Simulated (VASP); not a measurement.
Set up this calculation in VASP 6.6.1, as the native input.

```yaml
Task: Wannier functions by SCDM
Functional: PBE
Potentials_or_basis: VASP PAW PBE potentials, release 64 (Ca_sv, F)
Cutoff: 520 eV
k_mesh: 4 × 4 × 4
Occupations: gaussian, width 0.02 eV
Spin: no spin polarisation
Further_INCAR_settings: ALGO = Normal; EDIFF = 1e-06; ISYM = -1
```

The system is CaF2 (Fluorite).

```
Ca F
1.0
     0.00000    2.73100    2.73100
     2.73100    0.00000    2.73100
     2.73100    2.73100    0.00000
Ca F
1 2
Direct
  0.00000 0.00000 0.00000
  0.75000 0.75000 0.75000
  0.25000 0.25000 0.25000
```

One way to write it, as run:

POSCAR

```
CaF2
1.0
    0.0000000000      2.7310000000      2.7310000000
    2.7310000000      0.0000000000      2.7310000000
    2.7310000000      2.7310000000      0.0000000000
Ca F
1 2
Direct
    0.0000000000      0.0000000000      0.0000000000
    0.7500000000      0.7500000000      0.7500000000
    0.2500000000      0.2500000000      0.2500000000
```

INCAR.step1

```
ALGO = Normal
EDIFF = 1E-6
ENCUT = 520
GGA = PE
ISIF = 2
ISMEAR = 0
LASPH = T
LCHARG = T
LREAL = F
LWAVE = T
NELM = 60
PREC = Accurate
SIGMA = 0.02
```

INCAR.step2

```
ALGO = Normal
EDIFF = 1E-6
ENCUT = 520
GGA = PE
ICHARG = 11
ISIF = 2
ISMEAR = 0
ISTART = 1
ISYM = -1
LASPH = T
LCHARG = F
LREAL = F
LSCDM = T
LWAVE = F
NELM = 60
NUM_WANN = 12
PREC = Accurate
SIGMA = 0.02
```

KPOINTS

```
k-points
0
Gamma
  4 4 4
```

KPOINTS_OPT

```
path GXWKGLUWLK,UX
12
line-mode
reciprocal
 0.0000000000  0.0000000000  0.0000000000  G
 0.5000000000  0.0000000000  0.5000000000  X

 0.5000000000  0.0000000000  0.5000000000  X
 0.5000000000  0.2500000000  0.7500000000  W

 0.5000000000  0.2500000000  0.7500000000  W
 0.3750000000  0.3750000000  0.7500000000  K

 0.3750000000  0.3750000000  0.7500000000  K
 0.0000000000  0.0000000000  0.0000000000  G

 0.0000000000  0.0000000000  0.0000000000  G
 0.5000000000  0.5000000000  0.5000000000  L

 0.5000000000  0.5000000000  0.5000000000  L
 0.6250000000  0.2500000000  0.6250000000  U

 0.6250000000  0.2500000000  0.6250000000  U
 0.5000000000  0.2500000000  0.7500000000  W

 0.5000000000  0.2500000000  0.7500000000  W
 0.5000000000  0.5000000000  0.5000000000  L

 0.5000000000  0.5000000000  0.5000000000  L
 0.3750000000  0.3750000000  0.7500000000  K

 0.6250000000  0.2500000000  0.6250000000  U
 0.5000000000  0.0000000000  0.5000000000  X
```

KPOINTS_WAN

```
path GXWKGLUWLK,UX
12
line-mode
reciprocal
 0.0000000000  0.0000000000  0.0000000000  G
 0.5000000000  0.0000000000  0.5000000000  X

 0.5000000000  0.0000000000  0.5000000000  X
 0.5000000000  0.2500000000  0.7500000000  W

 0.5000000000  0.2500000000  0.7500000000  W
 0.3750000000  0.3750000000  0.7500000000  K

 0.3750000000  0.3750000000  0.7500000000  K
 0.0000000000  0.0000000000  0.0000000000  G

 0.0000000000  0.0000000000  0.0000000000  G
 0.5000000000  0.5000000000  0.5000000000  L

 0.5000000000  0.5000000000  0.5000000000  L
 0.6250000000  0.2500000000  0.6250000000  U

 0.6250000000  0.2500000000  0.6250000000  U
 0.5000000000  0.2500000000  0.7500000000  W

 0.5000000000  0.2500000000  0.7500000000  W
 0.5000000000  0.5000000000  0.5000000000  L

 0.5000000000  0.5000000000  0.5000000000  L
 0.3750000000  0.3750000000  0.7500000000  K

 0.6250000000  0.2500000000  0.6250000000  U
 0.5000000000  0.0000000000  0.5000000000  X
```

Potentials or basis: VASP PAW PBE potentials, release 64 (Ca_sv, F).

Command:

```sh
$ cat potpaw_PBE.64/Ca_sv/POTCAR potpaw_PBE.64/F/POTCAR > POTCAR
$ cp INCAR.step1 INCAR
$ mpirun -np 1 vasp_std > vasp.out
$ cp INCAR.step2 INCAR
$ mpirun -np 1 vasp_std > vasp.out
```

Results of the run:

```json
{
 "Band gap on the k mesh": "7.28 eV, indirect (least direct gap 7.53 eV)",
 "Band gap along the path": "7.28 eV, indirect (least direct gap 7.53 eV)",
 "RMS miss of the Wannier bands": "0.082 eV"
}
```

Caveat: the k mesh is coarse (spacing up to 0.50 Å⁻¹), so the values aren't converged.

It took 64 s on 1 thread of Intel(R) Xeon(R) Platinum 8259CL CPU @ 2.50GHz (Skylake/Cascade Lake) (shared host), peak memory 0.2 GiB.
